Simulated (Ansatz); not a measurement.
An inverse problem

Cell vectors (Å):

```
3.5845 0.0000 0.0000
0.0000 3.5845 0.0000
0.0000 0.0000 5.1772
```

```json
{"atom": "Zr", "a": "0.0000", "b": "0.0000", "c": "0.0000"}
{"atom": "Zr", "a": "0.5000", "b": "0.5000", "c": "0.5000"}
{"atom": "X", "a": "0.0000", "b": "0.5000", "c": "0.2015"}
{"atom": "X", "a": "0.0000", "b": "0.5000", "c": "0.7015"}
{"atom": "X", "a": "0.5000", "b": "0.0000", "c": "0.2985"}
{"atom": "X", "a": "0.5000", "b": "0.0000", "c": "0.7985"}
```

These are results of PBEsol, all-electron LAPW in Ansatz 0.2.0, scalar-relativistic, not measurements. k mesh 6×6×4, fixed occupations.

Harmonic phonons of a crystal by Kohn-Sham DFT at the given cell, standard atomic masses, acoustic sum rule imposed; negative wavenumbers are unstable modes.

| point | q a (r.l.u.) | q b (r.l.u.) | q c (r.l.u.) | branch | phonon wavenumber (cm⁻¹) |
| --- | --- | --- | --- | --- | --- |
| Gamma | 0 | 0 | 0 | 4 | 115.3 |
| Gamma | 0 | 0 | 0 | 6 | 132.7 |
| Gamma | 0 | 0 | 0 | 8 | 280.9 |
| Gamma | 0 | 0 | 0 | 9 | 304.8 |
| Gamma | 0 | 0 | 0 | 10 | 327.3 |
| Gamma | 0 | 0 | 0 | 11 | 433.1 |
| Gamma | 0 | 0 | 0 | 13 | 438.3 |
| Gamma | 0 | 0 | 0 | 15 | 585.6 |
| Gamma | 0 | 0 | 0 | 16 | 634.8 |
| Gamma | 0 | 0 | 0 | 18 | 639.7 |

Problem. All X atoms are one element. Which one was computed?

Solution. O; the crystal is ZrO2 (P4_2/nmc).

Known limits: zone-boundary modes aren't tested; this form is stable only when hot or under pressure; cold crystals distort or take another structure; no LO-TO term at the zone centre.
